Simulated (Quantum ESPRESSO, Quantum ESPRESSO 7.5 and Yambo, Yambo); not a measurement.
**Excitons of GaN (P6_3mc): kernels and approximations**

Wanted: excitons and ε₂ of GaN (P6_3mc), with cost.

Calculated with Quantum ESPRESSO 7.5 and Yambo 5.3.0; PBE and many-body steps on it, plane waves.

The database entry behind the starting cell differs from later determinations by our own check (about 0.3 % short, ideal inner coordinate), so it need not match the best structure at ambient conditions.

### Step 1. Set-up

It takes space group P6_3mc (No. 186, hexagonal). Conventional cell: a = 3.180 Å, b = 3.180 Å, c = 5.166 Å, α = 90.00°, β = 90.00°, γ = 120.00°. Nearest to Ga lie 4 N at 1.94 to 1.95 Å. N has 4 Ga at 1.94 to 1.95 Å nearest. Farther neighbours and most contacts between anions are not listed.

The cell and positions come from the Crystallography Open Database and are kept as given unless a step says otherwise.

### Step 2. Empty states on the mesh, 6×6×4 mesh, 92 bands

This step: Quantum ESPRESSO 7.5; DFT, PBE, plane waves, norm-conserving pseudopotentials.

The sums over transitions need many empty states on a uniform mesh; this step solves for them.

File pw.in:

```
&control
  calculation = 'nscf'
  prefix = 'x'
  outdir = 'o'
  pseudo_dir = 'pseudo'
/
&system
  ibrav = 0
  nat = 4
  ntyp = 2
  ecutwfc = 104.0
  nbnd = 92
  force_symmorphic = .true.
/
&electrons
  conv_thr = 1e-9
  electron_maxstep = 80
  diago_full_acc = .true.
  diago_thr_init = 5e-6
/
ATOMIC_SPECIES
  Ga 69.723 Ga.upf
  N 14.007 N.upf
CELL_PARAMETERS angstrom
  3.1800000000 0.0000000000 0.0000000000
  -1.5900000000 2.7539607840 0.0000000000
  0.0000000000 0.0000000000 5.1660000000
ATOMIC_POSITIONS crystal
  Ga 0.3333333333 0.6666666667 0.0000000000
  Ga 0.6666666667 0.3333333333 0.5000000000
  N 0.3333333333 0.6666666667 0.3750000000
  N 0.6666666667 0.3333333333 0.8750000000
K_POINTS automatic
  6 6 4 0 0 0
```

The run is started by

```bash
$ OMP_NUM_THREADS=1 mpirun -n 4 pw.x -nk 4 -in pw.in > pw.out
```

The log of the run:

```text
Program PWSCF v.7.5 starts

     This program is part of the open-source Quantum ESPRESSO suite
     for quantum simulation of materials; please cite
         "P. Giannozzi et al., J. Phys.:Condens. Matter 21 395502 (2009);
         "P. Giannozzi et al., J. Phys.:Condens. Matter 29 465901 (2017);
         "P. Giannozzi et al., J. Chem. Phys. 152 154105 (2020);
     in publications or presentations arising from this work. More details at

     Atomic positions and unit cell read from directory:
     o/x.save/

     Message from routine setup:
[...]
-130.2435-130.2435 -80.9840 -80.9840 -80.9840 -80.9840 -80.9833 -80.9833
[...]
66.9675  66.9675  69.1710  69.1710  69.1710  69.1710  71.2748  71.2748
    71.2748  71.2748  71.3654  71.3654  72.0781  72.0781  76.4864  76.4864
    77.2799  77.2799  77.2799  77.2799

          k = 0.0000 0.1925 0.0000 (  5469 PWs)   bands (ev):

     [... further k-points ...]

     highest occupied, lowest unoccupied level (ev):    11.8561   13.8570

     XML data file, pseudopotentials, collected wavefunctions

=------------------------------------------------------------------------------=
   JOB DONE.
=------------------------------------------------------------------------------=
```

It took 16 s on 4 MPI ranks of Arm Neoverse V2, shared host; peak memory 0.35 GiB; 63 s of CPU time.

Numbers from this step:

```yaml
gap: 2.001 eV
k_of_the_valence_top: 0, 0, 0
k_of_the_conduction_bottom: 0, 0, 0
least_direct_gap: 2.001 eV
k_points_computed: 24
lowest_point_of_the_top_converged_band_above_the_valence_top: 63.9001 eV
```

On this mesh the gap is 2.001 eV.

The density comes from a self-consistent run that is not shown.

### Step 3. Conversion and set-up

This step: Yambo 5.3.0; conversion and set-up on PBE, plane waves, norm-conserving pseudopotentials.

The states are converted to the many-body program's format and the q mesh is built.

The run is started by

```bash
$ (cd o/x.save; p2y > p2y.log; mv SAVE ../..); yambo > setup.log
```

The log of the run:

```text
 Yambo, version 5.3.0

 [02] CORE Variables Setup
 =========================

  [02.01] Unit cells
  ==================

  Cell kind             :  HCP
  Atoms in the cell     :  Ga  N
  number of Ga atoms    :  2
  number of N  atoms    :  2

  List of atomic masses
  Mass of Ga    :  69.72300
  Mass of N     :  14.00700

  List of atomic coordinates    : [cc]
  Ga1       : -0.30047E-09   3.4695       0.0000      order 1
  Ga2       :  3.004665  1.734744  4.881163  order 2
  N1       : -0.30047E-09   3.4695       3.6609      order 3
[...]
Q [ 1]         [rlu]:  0.000000  0.000000  0.000000
 Q [ 2]         [rlu]:  0.000000  0.000000  0.250000
 Q [ 3]         [rlu]:  0.000000  0.000000 -0.500000
[...]
Q [ 8]         [rlu]: -0.12609E-16  0.33333      0.25000
 Q [ 9]         [rlu]: -0.12609E-16  0.33333     -0.50000
 Q [10]         [rlu]:  0.18914E-16 -0.50000       0.0000
     [... 12 further rows ...]
 Q [23]         [rlu]:  0.12609E-16 -0.33333      0.25000
 Q [24]         [rlu]: -0.166667 -0.333333  0.250000

  [03.01] X indexes
  =================

   [03.01.01] Sigma indexes
   ========================

 [06] Game Over & Game summary
```

Elapsed: 2.6 s, on 1 MPI rank; peak memory 0.25 GiB.

### Step 4. Screening and self-energy, 6×6×4 mesh, 92 bands, screening to 149.7 eV

Now the one-shot GW correction: screening in the RPA, then the self-energy of the levels asked for.

This step: G0W0 on PBE, plane waves, norm-conserving pseudopotentials.

File gw1.in:

```
HF_and_locXC
gw0
dyson
ppa
em1d
rim_cut
RandQpts= 1000000
RandGvec= 1 RL
EXXRLvcs= 104 Ry
VXCRLvcs= 416 Ry
Chimod= "HARTREE"
% BndsRnXp
 1 | 92 |
%
NGsBlkXp= 11 Ry
% LongDrXp
 1 | 1 | 1 |
%
% GbndRnge
 1 | 92 |
%
DysSolver= "n"
ExtendOut
PPAPntXp= 27.21138 eV
% QPkrange
 1 | 24 | 21 | 30 |
%
```

The run is started by

```bash
$ OMP_NUM_THREADS=1 mpirun -n 4 yambo -F gw1.in -J gw1 -C gw1 > gw1.log
```

The log of the run:

```text
 Yambo, version 5.3.0

 [02] CORE Variables Setup
 =========================

  [... cell, symmetries and grids as in the set-up ...]

  [02.05] Energies & Occupations
  ==============================

  [X] === General ===
  [X] Electronic Temperature                        :  0.000000  0.000000 [eV K]
  [X] Bosonic    Temperature                        :  0.000000  0.000000 [eV K]
  [X] Finite Temperature mode                       : no
  [X] El. density                                   :  0.11494E+25 [cm-3]
[...]
Sx RL components                                 :   5479

   QP @ state[ 1 ] K range                          :   1  24
   QP @ state[ 1 ] b range                          :  21  30
   GF energies kind                                 : Perdew, Burke & Ernzerhof(X)+Perdew, Burke & Ernzerhof(C)
   GF WF`s kind                                     : Perdew, Burke & Ernzerhof(X)+Perdew, Burke & Ernzerhof(C)
   Xs energies kind                                 : Perdew, Burke & Ernzerhof(X)+Perdew, Burke & Ernzerhof(C)
   Xs WF`s kind                                     : Perdew, Burke & Ernzerhof(X)+Perdew, Burke & Ernzerhof(C)

 [11] Game Over & Game summary
```

Run time: 34 min. Hardware: 4 MPI ranks; peak memory 4.4 GiB; 2.3 h of CPU time.

This step gave:

| Property | Result |
| --- | --- |
| G0W0 gap on the mesh | 2.856 eV |
| starting gap on the mesh | 2.001 eV |
| k of the valence top | 0, 0, 0 |
| k of the conduction bottom | 0, 0, 0 |
| least direct G0W0 gap on the computed points | 2.856 eV |

The gap on the mesh goes from 2.00 eV to 2.86 eV, a correction of +0.85 eV.

The gap opens by 0.855 eV; the next steps shift the empty bands rigidly by 0.855 eV.

### Step 5. Excitons

Light makes an electron and a hole together. The Bethe-Salpeter equation adds their screened attraction and their exchange, in a window of bands around the gap.

This step: Bethe-Salpeter equation on PBE with a scissors shift, plane waves, norm-conserving pseudopotentials.

File bse3.in:

```
optics
bss
bse
em1s
dipoles
rim_cut
RandQpts= 1000000
RandGvec= 1 RL
Chimod= "HARTREE"
BSKmod= "SEX"
BSEmod= "resonant"
BSSmod= "d"
BSENGexx= 30 Ry
BSENGBlk= 6 Ry
% BSEQptR
 1 | 1 |
%
% BSEBands
 21 | 31 |
%
% BEnRange
 0 | 8 | eV
%
% BDmRange
 0.1 | 0.1 | eV
%
BEnSteps= 161
% BLongDir
 1 | 0 | 0 |
%
% BndsRnXs
 1 | 57 |
%
NGsBlkXs= 6 Ry
% LongDrXs
 1 | 1 | 1 |
%
% KfnQP_E
 0.855 | 1.0 | 1.0 |
%
WRbsWF
```

The run is started by

```bash
$ OMP_NUM_THREADS=1 mpirun -n 4 yambo -F bse3.in -J bse3 -C bse3 > bse3.log
```

The log of the run:

```text
 Yambo, version 5.3.0

 [02] CORE Variables Setup
 =========================

  [... cell, symmetries and grids as in the set-up ...]

  [02.05] Energies & Occupations
  ==============================

  [X] === General ===
  [X] Electronic Temperature                        :  0.000000  0.000000 [eV K]
  [X] Bosonic    Temperature                        :  0.000000  0.000000 [eV K]
  [X] Finite Temperature mode                       : no
  [X] El. density                                   :  0.11494E+25 [cm-3]
  [X] Fermi Level                                   :  11.85610 [eV]

  [X] === Gaps and Widths ===
  [X] Conduction Band Min                           :  2.000871 [eV]
  [X] Valence Band Max                              :  0.000000 [eV]
  [X] Filled Bands                                  :  26
  [X] Empty Bands                                   :   27   92
  [X] Direct Gap                                    :  2.000871 [eV]
  [X] Direct Gap localized at k                     :  1
  [X] Indirect Gap                                  :  2.000871 [eV]
  [X] Indirect Gap between kpts                     :  1  1
  [X] Last valence band width                       :  2.707424 [eV]
  [X] 1st conduction band width                     :  4.527718 [eV]

 [03] Transferred momenta grid and indexing
 ==========================================

 [BZ sampling] Q-grid is User defined and/or read from the database

 IBZ Q-points                                      :  24
 BZ  Q-points                                      :  144

 K/Q-points units:
 rlu = crystal or reduced units; cc = cartesian coordinates; iku = interal k-units

 Q [ 1]         [rlu]:  0.000000  0.000000  0.000000
 Q [ 2]         [rlu]:  0.000000  0.000000  0.250000
 Q [ 3]         [rlu]:  0.000000  0.000000 -0.500000
 Q [ 4]         [rlu]: -0.63047E-17  0.16667       0.0000
 Q [ 5]         [rlu]: -0.63047E-17  0.16667      0.25000
 Q [ 6]         [rlu]: -0.63047E-17  0.16667     -0.50000
 Q [ 7]         [rlu]: -0.12609E-16  0.33333       0.0000
 Q [ 8]         [rlu]: -0.12609E-16  0.33333      0.25000
 Q [ 9]         [rlu]: -0.12609E-16  0.33333     -0.50000
 Q [10]         [rlu]:  0.18914E-16 -0.50000       0.0000
     [... 12 further rows ...]
 Q [23]         [rlu]:  0.12609E-16 -0.33333      0.25000
 Q [24]         [rlu]: -0.166667 -0.333333  0.250000

  [03.01] X + BSE indexes
  =======================

   [03.01.01] Sigma indexes
   ========================

 [04] Coloumb potential Random Integration (RIM)
 ===============================================

  [04.01] RIM initialization
  ==========================

  * Diagonal components only detected *

  8 x (sBL volume)        :  0.045137 [a.u.]
  sBZ random points       :  1000000
  Points outside the sBZ  :   7994252
  RL volume               :  0.812463 [a.u.]
  Integrated volume       :  0.813047 [a.u.]

  [04.02] RIM integrals
  =====================

  Gamma point sphere radius             :  0.064584 [a.u.]
  Points outside the sphere             :   799512
  [Int_sBZ(q=0) 1/q^2]*(Vol_sBZ)^(-1/3) =:  7.693166
                                 should be <:  7.795600

  Summary of Coulomb integrals for non-metallic bands |Q|[au] RIM/Bare

  Q [1] 0.100000E-4 0.986860 * Q [2] 0.160904 0.991252
  Q [4] 0.201220 1.084243 * Q [5] 0.257643 1.044913
  Q [22] 0.257643 1.045669 * Q [3] 0.321808 1.006357
  Q [13] 0.348524 1.029178 * Q [6] 0.379539 1.012759
  Q [14] 0.383874 1.021857 * Q [7] 0.402441 1.021951
  Q [23] 0.433415 1.017871 * Q [8] 0.433415 1.017418
[...]
Q [18] 0.622083 1.008157 * Q [11] 0.624737 1.009299
  Q [12] 0.684081 1.007302 * Q [19] 0.697048 1.007759
  Q [20] 0.715378 1.007101 * Q [21] 0.767747 1.005934

 [WARNING] [Xs] User bands 1-57 break level degeneracy

 [WARNING] [BS] User bands 21-31 break level degeneracy

 [05] External/Internal QP corrections
 =====================================

 [QP_apply] Action to be applied: USER defined scissor

  [05.01]  QP corrections report
  ==============================

[...]
[K+QP] Direct Gap                                 :  2.855871 [eV]
  [K+QP] Direct Gap localized at k                  :  1
  [K+QP] Indirect Gap                               :  2.855871 [eV]
  [K+QP] Indirect Gap between kpts                  :  1  1
  [K+QP] Last valence band width                    :  2.707424 [eV]
  [K+QP] 1st conduction band width                  :  4.527718 [eV]

  [coarse-grid] Minimum Bare Gap        [ev]:  2.000871
  [coarse-grid] Minimum Gap Correction  [ev]:  0.855000

  Eqp @ K [ 1]
  -142.0996 -142.0996  -92.8402  -92.8402  -92.8401  -92.8399  -92.8399  -92.8387
  -16.04067 -15.12252 -13.53527 -13.51413 -13.51413 -13.45123 -13.45123 -13.26492
  -13.26492 -13.16299 -13.16299 -11.87604  -7.12773  -1.05794  -1.05794  -0.06036
  -0.199985E-7   0.00000      2.85587      5.19268      10.1136      10.8307      10.8307      11.7609
   12.67170  12.67170  15.49876  16.56339  16.56339  18.79566  18.79566  19.12325
   19.28227  22.73345  25.16944  25.16944  27.80491  29.11764  29.11764  30.01146
[...]
Eqp @ K [ 2]
[...]
Eqp @ K [ 3]
[...]
Eqp @ K [ 4]
[...]
Eqp @ K [ 5]
[...]
Eqp @ K [ 6]
[...]
Eqp @ K [ 7]
[...]
Eqp @ K [ 8]
[...]
Eqp @ K [ 9]
[...]
-2.25431  -0.98440   5.96392   6.49460   6.95060   9.53686  11.28512  11.31421
     [... 85 further rows ...]
   25.06294  25.35417  26.79476  27.44272  28.35764  29.03168  29.74876  31.88126
   32.23182  32.93564  33.98005  35.07482  35.65975  36.52484  37.39272  38.69482

 [06] Dipoles
 ============

  [06.01] Setup: observables and procedures
  =========================================

  [WARNING] [x,Vnl] slows the Dipoles computation. To neglect it rename the ns.kb_pp file

  [WARNING] [r,Vnl^pseudo] included in position and velocity dipoles.

  [WARNING] In case H contains other non local terms, these are neglected

 [07] Static Dielectric Matrix
 =============================

 [WR./bse3//ndb.em1s]------------------------------------------------------------
  Brillouin Zone Q/K grids (IBZ/BZ)                :   24  144   24  144
  RL vectors                                       :   6741 [WF]
  Coulomb cutoff potential                         : none
  Electronic Temperature                           :  0.000000 [K]
  Bosonic    Temperature                           :  0.000000 [K]
  Static diel. fun.  energies                      : Perdew, Burke & Ernzerhof(X)+Perdew, Burke & Ernzerhof(C)
  wavefunctions                                    : Perdew, Burke & Ernzerhof(X)+Perdew, Burke & Ernzerhof(C)
  Global Gauge                                     : length
  X matrix size                                    :   85
  X band range                                     :    1   57
  X e/h energy range                               : -1.000000 -1.000000 [eV]
  X Time ordering                                  : T
  X Hxc Kernel                                     : HARTREE
  X Drude frequency                                :  0.000000  0.000000
  X poles                                          :  100.0000 [o/o]
  RL vectors in the sum                            :   6741
  [r,Vnl] included                                 : yes
  Field direction                                  :  0.577350E-5  0.577350E-5  0.577350E-5
  BZ energy Double Grid                            : no
  BZ energy DbGd points                            : 0
  BZ Q point size factor                           : -1.000000
  X Optical Averaged directions                    : none

 [08] Bethe Salpeter Equation driver
 ===================================

  [08.01] Bethe Salpeter Equation @q1
  ===================================

   [08.01.01] Transition pre-analysis @q1
   ======================================

   [08.01.02] Transition Groups build-up @q1
   =========================================

   [BSK] Transition groups (total):   48
   [BSK] Size (resonant):   4320
   [BSK]         (total):   4320
   [BSK] N. of matrices :  1

   [08.01.03] Loading Dipoles @q1
   ==============================

   [08.01.04] Independent Particles properties @q1
   ===============================================

   ==========================================================

   [BSE] Exchange components :   869
   [BSE] Correlation components :    85   415

    [08.01.05.01] Screened interaction header I/O
    =============================================

    [08.01.05.02] Main kernel loop
    ==============================

    [08.01.05.03] Wave-Function Phases
    ==================================

    [BSE] WF phases found       :  78.18813 [o/o]

   [08.01.06] BSE solver(s) @q1
   ============================

   [08.01.07] Diago Solver @q1
   ===========================

 [11] Game Over & Game summary
```

It took 7.2 min on 4 MPI ranks; peak memory 2.4 GiB; 29 min of CPU time.

This step gave:

```yaml
transitions_in_the_window: 4320
direct_gap_of_the_transition_levels: 2.856 eV
lowest_state: 2.527 eV
first_strong_exciton_over_a_fiftieth_of_the_strongest_listed: 2.527 eV
binding_of_the_lowest_state_below_the_direct_gap: 0.3292 eV
coulomb_term_of_one_mesh_cell: 0.3713 eV
```

The binding is 0.89 times the screened Coulomb term of one mesh cell (0.37 eV), so it is not shown settled.

The lowest state lies at 2.527 eV, 0.329 eV under the direct gap.

Lines within 3 meV are set at the lowest of them, and the highest group, which the list may cut short, is left out. Lines of the exciton spectrum (strongest = 100):

| position (eV) | lines merged | strength, relative |
| --- | --- | --- |
| 2.527 | 2 | 100 |
| 2.588 | 1 | 0.0 |
| 3.582 | 2 | 0.0 |
| 3.854 | 2 | 90 |
| 3.873 | 2 | 0.3 |
| 4.247 | 3 | 72 |
| 4.284 | 3 | 0.0 |
| 4.301 | 1 | 0.0 |
| 4.359 | 2 | 0.0 |
| 4.425 | 2 | 0.0 |
| 4.448 | 1 | 0.0 |
| 4.601 | 2 | 0.0 |

The ε₂ has structure finer than the step of the table below, so its rows give means over 0.2 eV, whole bins alone (the curve runs from 0 to 8 eV). Peaks (eV: height): BSE 2.55: 6.04, 3.85: 6.10, 5.00: 8.09, 5.95: 14.8, 6.60: 9.31, 6.90: 11.9, 7.50: 9.01; no electron-hole interaction 2.85: 4.63, 4.60: 3.47, 5.40: 4.44, 5.70: 3.80, 6.35: 7.18, 7.00: 6.49, 7.45: 9.98.

Field along x; broadening 0.1 eV; transition window only. Limits: finite bands, cutoff and mesh; no spin-orbit coupling; exciton not shown settled in the k mesh. Table of ε₂ by photon energy; means over each step:

| photon energy (eV) | BSE | no electron-hole interaction |
| --- | --- | --- |
| 0.2 | 0.0452 | 0.0306 |
| 0.4 | 0.0500 | 0.0332 |
| 0.6 | 0.0559 | 0.0363 |
| 0.8 | 0.0633 | 0.0400 |
| 1.0 | 0.0729 | 0.0446 |
| 1.2 | 0.0859 | 0.0503 |
| 1.4 | 0.105 | 0.0579 |
| 1.6 | 0.134 | 0.0684 |
| 1.8 | 0.187 | 0.0841 |
| 2.0 | 0.303 | 0.110 |
| 2.2 | 0.673 | 0.159 |
| 2.4 | 2.92 | 0.279 |
| 2.6 | 4.16 | 0.754 |
| 2.8 | 0.980 | 3.27 |
| 3.0 | 0.476 | 1.87 |
| 3.2 | 0.414 | 0.495 |
| 3.4 | 0.538 | 0.295 |
| 3.6 | 1.16 | 0.280 |
| 3.8 | 4.39 | 0.389 |
| 4.0 | 3.13 | 0.989 |
| 4.2 | 3.99 | 2.78 |
| 4.4 | 2.26 | 1.60 |
| 4.6 | 1.21 | 2.79 |
| 4.8 | 2.20 | 1.13 |
| 5.0 | 6.60 | 0.735 |
| 5.2 | 4.54 | 1.46 |
| 5.4 | 4.88 | 3.66 |
| 5.6 | 4.22 | 3.03 |
| 5.8 | 10.2 | 2.65 |
| 6.0 | 11.7 | 2.06 |
| 6.2 | 6.51 | 5.16 |
| 6.4 | 5.40 | 6.86 |
| 6.6 | 8.51 | 5.01 |
| 6.8 | 9.13 | 3.78 |
| 7.0 | 9.75 | 5.78 |
| 7.2 | 6.90 | 6.31 |
| 7.4 | 8.11 | 8.98 |
| 7.6 | 6.54 | 7.08 |
| 7.8 | 4.52 | 6.17 |

The program warns that the window of bands cuts a degenerate level, which breaks the symmetry of states and spectrum.

(Part 1 of 3 ends here.)

[Paths, hosts, dates, memory and timing lines, banners, echoed tables and standing remarks are left out of the program output.]

[Logs are printed without paths, hosts, clocks, repeated set-up lines and the standing remarks that a program may print on its own settings, such as how far it seeks lower states.]

[Runs of the session that timed out or met a known fault of the program may be left out.]

[Hosts, paths, dates, database ids (printed as entryN), source tags and the programs' standing remarks are cut or masked in the printed files.]
